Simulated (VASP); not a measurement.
# Se (R-3m) in VASP: a series of runs

One crystal, Se, is run at these levels: PBEsol; tasks: relaxation of cell and atoms.

Program: VASP 6.6.1. These are calculated values, not measurements. Logs are shortened: lines on timing, memory, paths and dates and some standing lists are left out, and cuts for length are marked.

### 1 Starting point

Symmetry: R-3m, No. 166, trigonal system. The conventional cell has a = 3.850 Å, b = 3.850 Å, c = 2.645 Å, α = 90.00°, β = 90.00°, γ = 120.00°. Around Se (site symmetry -3m) lie 8 Se at 2.39 to 2.65 Å.

This isn't the form of Se at room conditions, which is trigonal, of chains.

### 2 Relaxation of cell and atoms, PBEsol

Contents of INCAR:

```
PREC = Accurate
ENCUT = 600
EDIFF = 1E-6
ISMEAR = 0
SIGMA = 0.03
LREAL = F
LASPH = T
NELM = 80
ALGO = Normal
ISIF = 3
LWAVE = F
LCHARG = F
GGA = PS
IBRION = 2
NSW = 90
EDIFFG = -0.01
```

Contents of KPOINTS:

```
regular mesh
0
Gamma
  15 15 13
```

Contents of POSCAR:

```
Se
1.0
    1.9250000000      1.1113992682      0.8816666667
   -1.9250000000      1.1113992682      0.8816666667
    0.0000000000     -2.2227985364      0.8816666667
Se
1
Direct
    0.0000000000      0.0000000000      0.0000000000
```

Potentials or basis: VASP PAW PBE potentials, release 64 (Se).

On the command line:

```bash
cat potpaw_PBE.64/Se/POTCAR > POTCAR
mpirun -np 1 vasp_std > vasp.out
```

OUTCAR:

```text
PREC = Accurate
   ENCUT = 600
   EDIFF = 1E-6
   ISMEAR = 0
   LREAL = F
   LASPH = T
   NELM = 80
   ISIF = 3
   GGA = PS
   IBRION = 2
   NSW = 90
   EDIFFG = -0.01

 ion  position               nearest neighbor table
   1  0.000  0.000  0.000-

  LATTYP: Found a trigonal (rhomboedric) cell.
 ALAT       =     2.3912694211
 COS(alpha) =    -0.2960878603

  Lattice vectors:

 A1 = (   1.9250000000,   1.1113992682,   0.8816666667)
 A2 = (  -1.9250000000,   1.1113992682,   0.8816666667)
 A3 = (   0.0000000000,  -2.2227985364,   0.8816666667)

Analysis of symmetry for initial positions (statically):
=====================================================================
 Subroutine PRICEL returns:
 Original cell was already a primitive cell.

 Routine SETGRP: Setting up the symmetry group for a
 trigonal (rhombohedral) supercell.

 Subroutine GETGRP returns: Found 12 space group operations
 (whereof 12 operations were pure point group operations)
 out of a pool of 12 trial point group operations.

The static configuration has the point symmetry D_3d.

Analysis of symmetry for dynamics (positions and initial velocities):
=====================================================================
 Subroutine PRICEL returns:
 Original cell was already a primitive cell.

 Routine SETGRP: Setting up the symmetry group for a
 trigonal (rhombohedral) supercell.

 Subroutine GETGRP returns: Found 12 space group operations
 (whereof 12 operations were pure point group operations)
 out of a pool of 12 trial point group operations.

The dynamic configuration has the point symmetry D_3d.

 Subroutine INISYM returns: Found 12 space group operations
 (whereof 12 operations are pure point group operations),
 and found     1 'primitive' translations

----------------------------------------------------------------------------------------

                                     Primitive cell

  volume of cell :      11.3177

  direct lattice vectors                    reciprocal lattice vectors
     1.925000000  1.111399268  0.881666667     0.259740260  0.149961109  0.378071834
    -1.925000000  1.111399268  0.881666667    -0.259740260  0.149961109  0.378071834
     0.000000000 -2.222798536  0.881666667     0.000000000 -0.299922218  0.378071834

  length of vectors
     2.391269421  2.391269421  2.391269421     0.482588487  0.482588487  0.482588487

  position of ions in fractional coordinates (direct lattice)
     0.000000000  0.000000000  0.000000000

  ion indices of the primitive-cell ions
   primitive index   ion index
                 1           1

----------------------------------------------------------------------------------------

 KPOINTS: regular mesh

Automatic generation of k-mesh.
 Grid dimensions read from file:
 generate k-points for:   15   15   13

 Generating k-lattice:

  Cartesian coordinates                     Fractional coordinates (reciprocal lattice)
     0.017316017  0.009997407  0.025204789     0.066666667  0.000000000  0.000000000
    -0.017316017  0.009997407  0.025204789     0.000000000  0.066666667  0.000000000
     0.000000000 -0.023070940  0.029082449     0.000000000  0.000000000  0.076923077

  Length of vectors
     0.032172566  0.032172566  0.037122191

  Shift w.r.t. Gamma in fractional coordinates (k-lattice)
     0.000000000  0.000000000  0.000000000

 -----------------------------------------------------------------------------
|                                                                             |
|           W    W    AA    RRRRR   N    N  II  N    N   GGGG   !!!           |
|           W    W   A  A   R    R  NN   N  II  NN   N  G    G  !!!           |
|           W    W  A    A  R    R  N N  N  II  N N  N  G       !!!           |
|           W WW W  AAAAAA  RRRRR   N  N N  II  N  N N  G  GGG   !            |
|           WW  WW  A    A  R   R   N   NN  II  N   NN  G    G                |
|           W    W  A    A  R    R  N    N  II  N    N   GGGG   !!!           |
|                                                                             |
|     Your reciprocal lattice and k-lattice belong to different lattice       |
|     classes:                                                                |
|                                                                             |
|        The reciprocal lattice is rhombohedral (trigonal),                   |
|        whereas your k-lattice is base-centered monoclinic.                  |
|                                                                             |
|     Results are often still useful ...                                      |
|                                                                             |
 -----------------------------------------------------------------------------

 WARNING: IBZKPT: internal override: KBLOWUP is changed to .FALSE.
      ... skipping the blow-up phase ...

 Subroutine IBZKPT returns following result:
 ===========================================

 Found    784 irreducible k-points:

 Following reciprocal coordinates:
            Coordinates               Weight
  0.000000  0.000000  0.000000      1.000000
  0.066667 -0.000000  0.000000      4.000000
  0.133333 -0.000000  0.000000      4.000000
  0.200000  0.000000  0.000000      4.000000
  0.266667 -0.000000  0.000000      4.000000
  0.333333  0.000000  0.000000      4.000000
[... 16 lines left out ...]
  0.133333  0.133333  0.000000      2.000000
  0.200000  0.133333  0.000000      4.000000
 [... further k-points ...]
   k-points           NKPTS =    784   k-points in BZ     NKDIM =    784   number of bands    NBANDS=      7
   number of dos      NEDOS =    301   number of ions     NIONS =      1
   total plane-waves  NPLWV =   8000
   dimension x,y,z NGX =    20 NGY =   20 NGZ =   20
   dimension x,y,z NGXF=    40 NGYF=   40 NGZF=   40
   ions per type =               1
   NGX,Y,Z   is equivalent  to a cutoff of  13.90, 13.90, 13.90 a.u.
   NGXF,Y,Z  is equivalent  to a cutoff of  27.81, 27.81, 27.81 a.u.
 SYSTEM =  unknown system
   PREC   = accura    normal or accurate (medium, high low for compatibility)
   ISTART =      0    job   : 0-new  1-cont  2-samecut
   ICHARG =      2    charge: 1-file 2-atom 10-const
   ISPIN  =      1    spin polarized calculation?
   LNONCOLLINEAR =      F non collinear calculations
   LSORBIT =      F    spin-orbit coupling
   LASPH  =      T    aspherical Exc in radial PAW
   ENCUT  =  600.0 eV  44.10 Ry    6.64 a.u.   4.78  4.78  4.78*2*pi/ulx,y,z
   NELM   =     80;   NELMIN=  2; NELMDL= -5     # of ELM steps
   EDIFF  = 0.1E-05   stopping-criterion for ELM
   LREAL  =      F    real-space projection
   EDIFFG = -.1E-01   stopping-criterion for IOM
   NSW    =     90    number of steps for IOM
   IBRION =      2    ionic relax: 0-MD 1-quasi-New 2-CG
   NFREE  =      1    steps in history (QN), initial steepest desc. (CG)
   ISIF   =      3    stress and relaxation
   ISYM   =      2    0-nonsym 1-usesym 2-fastsym
   POTIM  = 0.5000    time-step for ionic-motion
   TEBEG  =    0.0;   TEEND  =   0.0 temperature during run
   PSTRESS=    0.0 pullay stress
   NELECT =       6.0000    total number of electrons
   NUPDOWN=      -1.0000    fix difference up-down
   EMIN   =  10.00;   EMAX   =-10.00  energy-range for DOS
   EFERMI =   0.00;   METHOD = LEGACY
   ISMEAR =     0;   SIGMA  =   0.03  broadening in eV -4-tet -1-fermi 0-gaus
   EFERMI_NEDOS =   21; number of points for ismear=-14 and -15
   IALGO  =     38    algorithm
   IMIX   =      4    mixing-type and parameters
     AMIX     =   0.40;   BMIX     =  1.00
     AMIX_MAG =   1.60;   BMIX_MAG =  1.00
  volume/ion in A,a.u.               =      11.32        76.38
  Fermi-wavevector in a.u.,A,eV,Ry     =   1.324971  2.503832 23.885687  1.755548
  Thomas-Fermi vector in A             =   2.454466
   LORBIT       =      0    0 simple, 1 ext, 2 COOP (PROOUT), +10 PAW based schemes
   GGA     = PS    functional components
   LHFCALC =     F    Hartree Fock is set to
   AEXX    =    0.0000 exact exchange contribution
   IVDW    =     0    specifies the selected vdW correction
   LEPSILON=     F    determine dielectric tensor
   LRPA    =     F    only Hartree local field effects (RPA)
 conjugate gradient relaxation of ions
 non-spin polarized calculation
 Gauss-broadening in eV      SIGMA  =   0.03
  energy-cutoff  :      600.00
  volume of cell :       11.32
 maximum number of plane-waves:       393
   NGX =  9   NGY =  9   NGZ =  9

--------------------------------------- Ionic step        1  -------------------------------------------

 number of electron       6.0000000 magnetization

 Free energy of the ion-electron system (eV)
  ---------------------------------------------------
  ext. energy  EPLUGINS =         0.00000000
  ---------------------------------------------------
  free energy    TOTEN  =        -1.06866906 eV

  energy without entropy =       -1.06841712  energy(sigma->0) =       -1.06854309

 E-fermi :  14.7787     XC(G=0): -13.5055

 val. band max:       14.7779679359   @ k =   0.4667   0.4667   0.2308
 cond. band min:      14.7804336634   @ k =  -0.1333   0.4000   0.0769
 fundamental gap:      0.0024657275
 Fermi energy:        14.7787372798

 k-point     1 :       0.0000    0.0000    0.0000
  band No.  band energies     occupation
      1      -8.9286      2.00000
      2      20.2668      0.00000
      3      22.5199      0.00000
      4      22.5199      0.00000
      5      27.1645      0.00000
      6      27.1645      0.00000
      7      29.5972      0.00000
[... 577 lines left out ...]
  FREE ENERGIE OF THE ION-ELECTRON SYSTEM (eV)
  ---------------------------------------------------
  free  energy   TOTEN  =        -3.4187657450 eV

  energy  without entropy=       -3.4185168190  energy(sigma->0) =       -3.41864128

[... ionic steps 4 to 24 ...]

--------------------------------------- Ionic step       25  -------------------------------------------

 number of electron       6.0000000 magnetization

------------------------ aborting loop because EDIFF is reached ----------------------------------------

  FORCE on cell =-STRESS in cart. coord.  units (eV):
  Direction    XX          YY          ZZ          XY          YZ          ZX
  --------------------------------------------------------------------------------------
  -------------------------------------------------------------------------------------
  Total       -0.0469482     -0.0469482     -0.0382967     -0.0000000     -0.0000000      0.0000000
  in kB       -3.4775325     -3.4775325     -2.8366979     -0.0000000     -0.0000000      0.0000000
  external PRESSURE =      -3.2639210 kB  Pullay stress =       0.0000000 kB
[... 304 lines left out ...]
  energy  without entropy=       -3.7544463680  energy(sigma->0) =       -3.75454071

--------------------------------------- Ionic step       27  -------------------------------------------

 number of electron       6.0000001 magnetization

 Free energy of the ion-electron system (eV)
  ---------------------------------------------------
  ext. energy  EPLUGINS =         0.00000000
  ---------------------------------------------------
  free energy    TOTEN  =        -3.75507053 eV

  energy without entropy =       -3.75489367  energy(sigma->0) =       -3.75498210

 E-fermi :   5.1394     XC(G=0): -10.2943

 val. band max:        5.1378896682   @ k =  -0.3333   0.0000   0.1538
 cond. band min:       5.1432821003   @ k =  -0.1333  -0.2667   0.0769
 fundamental gap:      0.0053924321
 Fermi energy:         5.1393546993

 k-point     1 :       0.0000    0.0000    0.0000
  band No.  band energies     occupation
      1     -11.3224      2.00000
      2       6.4915      0.00000
      3       6.6951      0.00000
      4       6.6951      0.00000
      5      12.8252      0.00000
      6      12.8252      0.00000
      7      13.0766      0.00000
[... 258 lines left out ...]
  FREE ENERGIE OF THE ION-ELECTRON SYSTEM (eV)
  ---------------------------------------------------
  free  energy   TOTEN  =        -3.7550705291 eV

  energy  without entropy=       -3.7548936673  energy(sigma->0) =       -3.75498210

 reached required accuracy - stopping structural energy minimisation
```

Run time: 4.9 min. Hardware: 1 thread of Intel Xeon 6975P-C (Granite Rapids), shared host; peak memory 0.19 GiB.

Results:

```
Free energy                            : -3.7551 eV
Relaxed volume                         : 21.55 Å³/atom
Relaxed cell                           : a = 2.784 Å, b = 2.784 Å, c = 2.784 Å, α = 91.46°, β = 91.46°, γ = 91.46°
Space group after relaxing (to 0.05 Å) : R-3m (No. 166)
Energy gained by relaxing              : 2686.4 meV/atom
Ionic steps                            : 27
Pressure after relaxing                : 0.0 GPa
Band gap on the k mesh                 : none (metal or under the smearing width)
```

The path:
```tsv
step	energy change (eV)	largest force (eV/Å)	pressure (GPa)	volume (Å³)
1	0.0000	0.0000	152.30	11.32
2	-0.9545	0.0000	-10.62	39.67
3	-2.3501	0.0000	-4.46	20.60
4	-2.3628	0.0000	-2.50	20.03
5	-2.3681	0.0000	0.20	19.36
6	-2.3677	0.0000	-0.63	19.55
7	-2.4271	0.0000	-0.50	19.65
8	-2.5960	0.0000	2.15	19.70
9	-2.5747	0.0000	14.93	18.85
10	-2.5917	0.0000	13.57	19.04
11	-2.6311	0.0000	9.69	19.62
12	-2.6640	0.0000	2.73	20.72
13	-2.6640	0.0000	2.96	20.69
14	-2.6661	0.0000	3.04	20.69
15	-2.6707	0.0000	3.30	20.71
16	-2.6754	0.0000	3.64	20.71
17	-2.6734	0.0000	3.71	20.57
18	-2.6814	0.0000	0.39	21.29
19	-2.6814	0.0000	0.35	21.30
20	-2.6820	0.0000	0.29	21.32
21	-2.6834	0.0000	0.18	21.39
22	-2.6852	0.0000	0.02	21.51
23	-2.6855	0.0000	-0.57	21.72
24	-2.6863	0.0000	-0.27	21.61
25	-2.6863	0.0000	-0.33	21.63
26	-2.6860	0.0000	0.69	21.39
27	-2.6864	0.0000	-0.03	21.55
```

Final structure:
```yaml
crystal:
  lattice:
    - [1.99344, 1.15091, 1.56585]
    - [-1.99344, 1.15091, 1.56585]
    - [0.00000, -2.30183, 1.56585]
  atoms:
    - { symbol: Se, position: [0.00000, 0.00000, 0.00000] }
```

Caveat: the volume moved by over 15 % at a fixed basis, so the end points are rough; the PAW data sets were made with another functional, which shifts forces and pressure a little; the volume moved by +90 % from the deposited cell, more than functionals usually miss. Zero-point motion and thermal expansion aren't in these numbers.

(Part 1 of 2 ends here.)
